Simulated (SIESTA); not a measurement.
Ta under changes of volume

One of the cells (18.371 Å³/atom); the others are scaled copies at fixed shape and fractional positions:

```xyz
1
Lattice="-1.6622 1.6622 1.6622 1.6622 -1.6622 1.6622 1.6622 1.6622 -1.6622" Properties=species:S:1:pos:R:3 pbc="T T T"
Ta    0.0000    0.0000    0.0000
```

* Program: SIESTA 5.4.2
* Functional: PBEsol
* Potentials or basis: PseudoDojo 0.4 standard (PBEsol files)
* Basis: DZP (energy shift 0.003 Ry; two zetas on semicore shells)
* Grid cutoff: 800 Ry
* Energy shift: 0.003 Ry
* k mesh: 11 × 11 × 11
* Occupations: fermi-dirac, width 0.05 eV
* Spin: no spin polarisation

```csv
volume (Å³/atom),energy over the lowest point (meV/atom),pressure (GPa)
16.930,?,?
17.290,6.00,5.3
17.650,0.00,0.4
18.371,17.92,-7.7
18.731,39.92,-11.3
19.091,69.13,-14.3
```

Question: What does the run at 16.930 Å³/atom give?

Answer: Energy over the lowest point 23.87 meV/atom; pressure 10.7 GPa.

Worked out: A Birch-Murnaghan fit of order 3 (a polynomial in V^(-2/3)) to the other rows has its minimum at 17.67 Å³/atom with B0 = V·E''(V) = 225 GPa and B' = 4.6. It gives 23.66 meV/atom at 16.930 Å³/atom, against the run's 23.87, and -dE/dV = 10.6 GPa, against 10.7.

Energies are extrapolated to zero smearing.

Caveats: short orbitals over semicore shells can move pressures by several GPa; the basis of atomic orbitals isn't converged, which shifts pressures, moduli and gaps.
